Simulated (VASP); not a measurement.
# GaAs (F-43m) in VASP: a series of runs

The runs below take GaAs through single point, with HSE06.

Everything below comes from runs of VASP 6.6.1. Logs are shortened: lines on timing, memory, paths and dates and some standing lists are left out, and cuts for length are marked.

**1. The structure**

The structure is cubic, space group F-43m (No. 216). The conventional cell has a = 5.654 Å, b = 5.654 Å, c = 5.654 Å, α = 90.00°, β = 90.00°, γ = 90.00°. As (site symmetry -43m) is surrounded by 4 Ga at 2.45 Å. Ga (site symmetry -43m) is surrounded by 4 As at 2.45 Å.

**2. Single point, HSE06**

File POSCAR:

```
GaAs
1.0
    0.0000000000      2.8268500000      2.8268500000
    2.8268500000      0.0000000000      2.8268500000
    2.8268500000      2.8268500000      0.0000000000
As Ga
1 1
Direct
    0.7500000000      0.7500000000      0.7500000000
    0.0000000000      0.0000000000      0.0000000000
```

File INCAR.step1:

```
ALGO = Normal
EDIFF = 1E-5
ENCUT = 350
GGA = PE
ISIF = 2
ISMEAR = 0
LASPH = T
LCHARG = F
LREAL = F
LWAVE = T
NBANDS = 17
NELM = 100
NKRED = 3
PREC = Accurate
SIGMA = 0.01
```

File INCAR.step2:

```
ALGO = Normal
EDIFF = 1E-6
ENCUT = 350
GGA = PE
HFSCREEN = 0.2
ISIF = 2
ISMEAR = 0
ISTART = 1
LASPH = T
LCHARG = F
LHFCALC = T
LREAL = F
LWAVE = F
NBANDS = 17
NELM = 100
NKRED = 3
PREC = Accurate
PRECFOCK = Fast
SIGMA = 0.01
```

File KPOINTS:

```
k-points
0
Gamma
  3 3 3
```

Potentials or basis: VASP PAW PBE potentials, release 64 (As, Ga_d).

On the command line:

```console
$ cat potpaw_PBE.64/As/POTCAR potpaw_PBE.64/Ga_d/POTCAR > POTCAR
$ cp INCAR.step1 INCAR
$ mpirun -np 1 vasp_std > vasp.out
$ cp INCAR.step2 INCAR
$ mpirun -np 1 vasp_std > vasp.out
```

OUTCAR:

```text
EDIFF = 1E-6
   ENCUT = 350
   GGA = PE
   HFSCREEN = 0.2
   ISIF = 2
   ISMEAR = 0
   ISTART = 1
   LASPH = T
   LHFCALC = T
   LREAL = F
   NELM = 100
   NKRED = 3
   PREC = Accurate
   PRECFOCK = Fast

 Found      4 irreducible k-points:

 Following reciprocal coordinates:
            Coordinates               Weight
  0.000000  0.000000  0.000000      1.000000
  0.333333  0.000000  0.000000      8.000000
  0.333333  0.333333  0.000000      6.000000
 -0.333333  0.333333  0.000000     12.000000
   k-points           NKPTS =      4   k-points in BZ     NKDIM =     27   number of bands    NBANDS=     17
   number of dos      NEDOS =    301   number of ions     NIONS =      2
   total plane-waves  NPLWV =  13824
   dimension x,y,z NGX =    24 NGY =   24 NGZ =   24
   dimension x,y,z NGXF=    48 NGYF=   48 NGZF=   48
   ions per type =               1   1
   NGX,Y,Z   is equivalent  to a cutoff of   9.98,  9.98,  9.98 a.u.
   NGXF,Y,Z  is equivalent  to a cutoff of  19.96, 19.96, 19.96 a.u.
 SYSTEM =  unknown system
   PREC   = accura    normal or accurate (medium, high low for compatibility)
   ISTART =      1    job   : 0-new  1-cont  2-samecut
   ICHARG =      0    charge: 1-file 2-atom 10-const
   ISPIN  =      1    spin polarized calculation?
   LNONCOLLINEAR =      F non collinear calculations
   LSORBIT =      F    spin-orbit coupling
   LASPH  =      T    aspherical Exc in radial PAW
   ENCUT  =  350.0 eV  25.72 Ry    5.07 a.u.   6.10  6.10  6.10*2*pi/ulx,y,z
   NELM   =    100;   NELMIN=  2; NELMDL=  0     # of ELM steps
   EDIFF  = 0.1E-05   stopping-criterion for ELM
   LREAL  =      F    real-space projection
   EDIFFG = 0.1E-04   stopping-criterion for IOM
   NSW    =      0    number of steps for IOM
   IBRION =     -1    ionic relax: 0-MD 1-quasi-New 2-CG
   NFREE  =      0    steps in history (QN), initial steepest desc. (CG)
   ISIF   =      2    stress and relaxation
   ISYM   =      3    0-nonsym 1-usesym 2-fastsym
   POTIM  = 0.5000    time-step for ionic-motion
   TEBEG  =    0.0;   TEEND  =   0.0 temperature during run
   PSTRESS=    0.0 pullay stress
   NELECT =      18.0000    total number of electrons
   NUPDOWN=      -1.0000    fix difference up-down
   EMIN   =  10.00;   EMAX   =-10.00  energy-range for DOS
   EFERMI =   0.00;   METHOD = LEGACY
   ISMEAR =     0;   SIGMA  =   0.01  broadening in eV -4-tet -1-fermi 0-gaus
   EFERMI_NEDOS =   21; number of points for ismear=-14 and -15
   IALGO  =     38    algorithm
   IMIX   =      1    mixing-type and parameters
     AMIX     =   0.40;   BMIX     =  1.00
     AMIX_MAG =   1.60;   BMIX_MAG =  1.00
  volume/ion in A,a.u.               =      22.59       152.44
  Fermi-wavevector in a.u.,A,eV,Ry     =   1.204628  2.276417 19.743799  1.451128
  Thomas-Fermi vector in A             =   2.340347
   LORBIT       =      0    0 simple, 1 ext, 2 COOP (PROOUT), +10 PAW based schemes
   GGA     = PE    functional components
   LHFCALC =     T    Hartree Fock is set to
   PRECFOCK=fast      Normal, Fast or Accurate (Low or Medium for compatibility)
   ENCUT4O =  -1.0   cutoff for four orbital integrals eV
   NKREDX  =     3    reduce k-point grid by
   NKREDY  =     3    reduce k-point grid by
   NKREDZ  =     3    reduce k-point grid by
   AEXX    =    0.2500 exact exchange contribution
   HFSCREEN=    0.2000 screening length (either q_TF or 0.3 A-1)
   HFSCREENC=   0.2000 screening length for correlation (either q_TF or 0.3 A-1)
   ENCUTFOCK=  -1.0 apply spherical cutoff to Coloumb kernel
   IVDW    =     0    specifies the selected vdW correction
   LEPSILON=     F    determine dielectric tensor
   LRPA    =     F    only Hartree local field effects (RPA)
 non-spin polarized calculation
 Gauss-broadening in eV      SIGMA  =   0.01
  energy-cutoff  :      350.00
  volume of cell :       45.18
 maximum number of plane-waves:       680
  NGX = 14; NGY = 14; NGZ = 14

 number of electron      18.0000029 magnetization

 Free energy of the ion-electron system (eV)
  ---------------------------------------------------
  ext. energy  EPLUGINS =         0.00000000
  ---------------------------------------------------
  free energy    TOTEN  =       -11.49961958 eV

  energy without entropy =      -11.49961958  energy(sigma->0) =      -11.49961958

 E-fermi :   2.6684     XC(G=0):  -7.9227

 val. band max:        2.5852365468   @ k =   0.0000   0.0000   0.0000
 cond. band min:       5.5765049376   @ k =   0.0000   0.0000   0.0000
 fundamental gap:      2.9912683908
 Fermi energy:         2.6684322917

 k-point     1 :       0.0000    0.0000    0.0000
  band No.  band energies     occupation
      1     -13.9882      2.00000
      2     -13.9882      2.00000
      3     -13.9882      2.00000
      4     -13.8666      2.00000
      5     -13.8666      2.00000
      6     -10.4291      2.00000
[... 9 lines left out ...]
     16      14.8219      0.00000
     17      16.2865      0.00000

 k-point     2 :       0.3333    0.0000    0.0000
  band No.  band energies     occupation
      1     -14.0080      2.00000
      2     -13.9728      2.00000
      3     -13.9727      2.00000
      4     -13.8910      2.00000
      5     -13.8910      2.00000
      6      -9.1528      2.00000
[... 9 lines left out ...]
     16      14.3177      0.00000
     17      18.4504      0.00000

 k-point     3 :       0.3333    0.3333    0.0000
  band No.  band energies     occupation
      1     -14.0415      2.00000
      2     -13.9483      2.00000
      3     -13.9483      2.00000
      4     -13.9047      2.00000
      5     -13.9014      2.00000
      6      -8.6881      2.00000
[... 9 lines left out ...]
     16      18.0207      0.00000
     17      20.0701      0.00000

 k-point     4 :      -0.3333    0.3333    0.0000
  band No.  band energies     occupation
      1     -14.0453      2.00000
      2     -13.9517      2.00000
      3     -13.9385      2.00000
      4     -13.9061      2.00000
      5     -13.9040      2.00000
      6      -7.8820      2.00000
[... 9 lines left out ...]
     16      19.1219      0.00000
     17      19.4862      0.00000

------------------------ aborting loop because EDIFF is reached ----------------------------------------

  FORCE on cell =-STRESS in cart. coord.  units (eV):
  Direction    XX          YY          ZZ          XY          YZ          ZX
  --------------------------------------------------------------------------------------
  -------------------------------------------------------------------------------------
  Total       -0.4460415     -0.4460415     -0.4460415      0.0000000      0.0000000     -0.0000000
  in kB      -15.8178537    -15.8178537    -15.8178537      0.0000000      0.0000000     -0.0000000
  external PRESSURE =     -15.8178537 kB  Pullay stress =       0.0000000 kB

 VOLUME and BASIS-vectors are now :
 -----------------------------------------------------------------------------
  energy-cutoff  :      350.00
  volume of cell :       45.18
      direct lattice vectors                 reciprocal lattice vectors
     0.000000000  2.826850000  2.826850000    -0.176875321  0.176875321  0.176875321
     2.826850000  0.000000000  2.826850000     0.176875321 -0.176875321  0.176875321
     2.826850000  2.826850000  0.000000000     0.176875321  0.176875321 -0.176875321

 POSITION                                       TOTAL-FORCE (eV/Angst)
 -----------------------------------------------------------------------------------
      4.24027      4.24027      4.24027        -0.000000      0.000000     -0.000000
      0.00000      0.00000      0.00000         0.000000     -0.000000      0.000000
 -----------------------------------------------------------------------------------
    total drift:                               -0.000211     -0.000185     -0.000134

  FREE ENERGIE OF THE ION-ELECTRON SYSTEM (eV)
  ---------------------------------------------------
  free  energy   TOTEN  =       -11.4996195758 eV

  energy  without entropy=      -11.4996195758  energy(sigma->0) =      -11.49961958
```

It took 12 s on 1 thread of Intel Xeon 6975P-C (Granite Rapids), shared host; peak memory 0.24 GiB.

These settings aren't checked as converged: the numbers below hold their error.

What came out:

```yaml
Free_energy: -11.4996 eV
Pressure: -1.6 GPa
Band_gap_on_the_k_mesh: 2.99 eV, direct
```

Caveat: the k mesh is coarse (spacing up to 0.64 Å⁻¹), so the values aren't converged, least of all with exact exchange; the cutoff is under 1.25 times the usual one of these potentials, so pressure, stress and relaxed cells hold a basis-set (Pulay) error; the PAW data sets were made with another functional, which shifts forces and pressure a little.

**3. Single point, HSE06**

POSCAR is that of step 2.

INCAR.step1, as its differences from that of step 2:

```diff
@@ -2,3 +2,3 @@
 EDIFF = 1E-5
-ENCUT = 350
+ENCUT = 300
 GGA = PE
@@ -12,3 +12,3 @@
 NELM = 100
-NKRED = 3
+NKRED = 1
 PREC = Accurate
```

INCAR.step2, as its differences from that of step 2:

```diff
@@ -2,3 +2,3 @@
 EDIFF = 1E-6
-ENCUT = 350
+ENCUT = 300
 GGA = PE
@@ -15,3 +15,3 @@
 NELM = 100
-NKRED = 3
+NKRED = 1
 PREC = Accurate
```

File KPOINTS:

```
k-points
0
Gamma
  4 4 4
```

Potentials or basis: VASP PAW PBE potentials, release 64 (As, Ga_d).

On the command line:

```console
$ cat potpaw_PBE.64/As/POTCAR potpaw_PBE.64/Ga_d/POTCAR > POTCAR
$ cp INCAR.step1 INCAR
$ mpirun -np 1 vasp_std > vasp.out
$ cp INCAR.step2 INCAR
$ mpirun -np 1 vasp_std > vasp.out
```

OUTCAR:

```text
EDIFF = 1E-6
   ENCUT = 300
   GGA = PE
   HFSCREEN = 0.2
   ISIF = 2
   ISMEAR = 0
   ISTART = 1
   LASPH = T
   LHFCALC = T
   LREAL = F
   NELM = 100
   NKRED = 1
   PREC = Accurate
   PRECFOCK = Fast

 Found      8 irreducible k-points:

 Following reciprocal coordinates:
            Coordinates               Weight
  0.000000  0.000000  0.000000      1.000000
  0.250000  0.000000  0.000000      8.000000
  0.500000  0.000000  0.000000      4.000000
  0.250000  0.250000  0.000000      6.000000
  0.500000  0.250000  0.000000     24.000000
 -0.250000  0.250000  0.000000     12.000000
   k-points           NKPTS =      8   k-points in BZ     NKDIM =     64   number of bands    NBANDS=     17
   number of dos      NEDOS =    301   number of ions     NIONS =      2
   total plane-waves  NPLWV =  13824
   dimension x,y,z NGX =    24 NGY =   24 NGZ =   24
   dimension x,y,z NGXF=    48 NGYF=   48 NGZF=   48
   ions per type =               1   1
   NGX,Y,Z   is equivalent  to a cutoff of   9.98,  9.98,  9.98 a.u.
   NGXF,Y,Z  is equivalent  to a cutoff of  19.96, 19.96, 19.96 a.u.
 SYSTEM =  unknown system
   PREC   = accura    normal or accurate (medium, high low for compatibility)
   ISTART =      1    job   : 0-new  1-cont  2-samecut
   ICHARG =      0    charge: 1-file 2-atom 10-const
   ISPIN  =      1    spin polarized calculation?
   LNONCOLLINEAR =      F non collinear calculations
   LSORBIT =      F    spin-orbit coupling
   LASPH  =      T    aspherical Exc in radial PAW
   ENCUT  =  300.0 eV  22.05 Ry    4.70 a.u.   5.65  5.65  5.65*2*pi/ulx,y,z
   NELM   =    100;   NELMIN=  2; NELMDL=  0     # of ELM steps
   EDIFF  = 0.1E-05   stopping-criterion for ELM
   LREAL  =      F    real-space projection
   EDIFFG = 0.1E-04   stopping-criterion for IOM
   NSW    =      0    number of steps for IOM
   IBRION =     -1    ionic relax: 0-MD 1-quasi-New 2-CG
   NFREE  =      0    steps in history (QN), initial steepest desc. (CG)
   ISIF   =      2    stress and relaxation
   ISYM   =      3    0-nonsym 1-usesym 2-fastsym
   POTIM  = 0.5000    time-step for ionic-motion
   TEBEG  =    0.0;   TEEND  =   0.0 temperature during run
   PSTRESS=    0.0 pullay stress
   NELECT =      18.0000    total number of electrons
   NUPDOWN=      -1.0000    fix difference up-down
   EMIN   =  10.00;   EMAX   =-10.00  energy-range for DOS
   EFERMI =   0.00;   METHOD = LEGACY
   ISMEAR =     0;   SIGMA  =   0.01  broadening in eV -4-tet -1-fermi 0-gaus
   EFERMI_NEDOS =   21; number of points for ismear=-14 and -15
   IALGO  =     38    algorithm
   IMIX   =      1    mixing-type and parameters
     AMIX     =   0.40;   BMIX     =  1.00
     AMIX_MAG =   1.60;   BMIX_MAG =  1.00
  volume/ion in A,a.u.               =      22.59       152.44
  Fermi-wavevector in a.u.,A,eV,Ry     =   1.204628  2.276417 19.743799  1.451128
  Thomas-Fermi vector in A             =   2.340347
   LORBIT       =      0    0 simple, 1 ext, 2 COOP (PROOUT), +10 PAW based schemes
   GGA     = PE    functional components
   LHFCALC =     T    Hartree Fock is set to
   PRECFOCK=fast      Normal, Fast or Accurate (Low or Medium for compatibility)
   ENCUT4O =  -1.0   cutoff for four orbital integrals eV
   NKREDX  =     1    reduce k-point grid by
   NKREDY  =     1    reduce k-point grid by
   NKREDZ  =     1    reduce k-point grid by
   AEXX    =    0.2500 exact exchange contribution
   HFSCREEN=    0.2000 screening length (either q_TF or 0.3 A-1)
   HFSCREENC=   0.2000 screening length for correlation (either q_TF or 0.3 A-1)
   ENCUTFOCK=  -1.0 apply spherical cutoff to Coloumb kernel
   IVDW    =     0    specifies the selected vdW correction
   LEPSILON=     F    determine dielectric tensor
   LRPA    =     F    only Hartree local field effects (RPA)
 non-spin polarized calculation
 Gauss-broadening in eV      SIGMA  =   0.01
  energy-cutoff  :      300.00
  volume of cell :       45.18
 maximum number of plane-waves:       544
 NGX is ok and might be reduce to    24
  NGX = 14; NGY = 14; NGZ = 14

 number of electron      18.0000029 magnetization

 Free energy of the ion-electron system (eV)
  ---------------------------------------------------
  ext. energy  EPLUGINS =         0.00000000
  ---------------------------------------------------
  free energy    TOTEN  =        -9.73732345 eV

  energy without entropy =       -9.73732345  energy(sigma->0) =       -9.73732345

 E-fermi :   3.6010     XC(G=0):  -7.9354

 val. band max:        3.5090603499   @ k =   0.0000   0.0000   0.0000
 cond. band min:       4.9973348198   @ k =   0.0000   0.0000   0.0000
 fundamental gap:      1.4882744700
 Fermi energy:         3.6010169681

 k-point     1 :       0.0000    0.0000    0.0000
  band No.  band energies     occupation
      1     -13.8655      2.00000
      2     -13.8655      2.00000
      3     -13.8655      2.00000
      4     -13.7846      2.00000
      5     -13.7846      2.00000
      6     -10.4321      2.00000
[... 9 lines left out ...]
     16      14.6275      0.00000
     17      16.1050      0.00000
[... 83 lines left out ...]
      1     -13.9169      2.00000
      2     -13.8438      2.00000
      3     -13.8429      2.00000
      4     -13.7864      2.00000
      5     -13.7848      2.00000
      6      -8.6453      2.00000
[... 9 lines left out ...]
     16      17.4262      0.00000
     17      17.9258      0.00000

 [... further k-points ...]
[... 5 lines left out ...]
  --------------------------------------------------------------------------------------
  -------------------------------------------------------------------------------------
  Total        0.3373360      0.3373360      0.3373360     -0.0000000     -0.0000000     -0.0000000
  in kB       11.9628591     11.9628591     11.9628591     -0.0000000     -0.0000000     -0.0000000
  external PRESSURE =      11.9628591 kB  Pullay stress =       0.0000000 kB

 VOLUME and BASIS-vectors are now :
 -----------------------------------------------------------------------------
  energy-cutoff  :      300.00
  volume of cell :       45.18
      direct lattice vectors                 reciprocal lattice vectors
     0.000000000  2.826850000  2.826850000    -0.176875321  0.176875321  0.176875321
     2.826850000  0.000000000  2.826850000     0.176875321 -0.176875321  0.176875321
     2.826850000  2.826850000  0.000000000     0.176875321  0.176875321 -0.176875321

 POSITION                                       TOTAL-FORCE (eV/Angst)
 -----------------------------------------------------------------------------------
      4.24027      4.24027      4.24027         0.000000      0.000000      0.000000
      0.00000      0.00000      0.00000        -0.000000     -0.000000     -0.000000
 -----------------------------------------------------------------------------------
    total drift:                               -0.000091     -0.000094     -0.000066

  FREE ENERGIE OF THE ION-ELECTRON SYSTEM (eV)
  ---------------------------------------------------
  free  energy   TOTEN  =        -9.7373234452 eV

  energy  without entropy=       -9.7373234452  energy(sigma->0) =       -9.73732345
```

OUTCAR.step1:

```text
EDIFF = 1E-5
   ENCUT = 300
   GGA = PE
   ISIF = 2
   ISMEAR = 0
[... 233 lines left out ...]
 -----------------------------------------------------------------------------------
      4.24027      4.24027      4.24027        -0.000000     -0.000000     -0.000000
      0.00000      0.00000      0.00000         0.000000      0.000000      0.000000
 -----------------------------------------------------------------------------------
    total drift:                               -0.000008     -0.000008     -0.000007

  FREE ENERGIE OF THE ION-ELECTRON SYSTEM (eV)
  ---------------------------------------------------
  free  energy   TOTEN  =        -8.0740048072 eV

  energy  without entropy=       -8.0740048072  energy(sigma->0) =       -8.07400481
```

It took 70 s on 1 thread of Intel Xeon 6975P-C (Granite Rapids), shared host; peak memory 0.24 GiB.

The run converged, but some of its settings lie outside the range that counts as converged, so its numbers aren't taken as properties of the crystal.

What came out:

```
Free energy            : -9.7373 eV
Band gap on the k mesh : 1.49 eV, direct
```

Caveat: the k mesh is coarse (spacing up to 0.48 Å⁻¹), so the values aren't converged, least of all with exact exchange; the cutoff is under 1.25 times the usual one of these potentials, so pressure, stress and relaxed cells hold a basis-set (Pulay) error; the PAW data sets were made with another functional, which shifts forces and pressure a little.
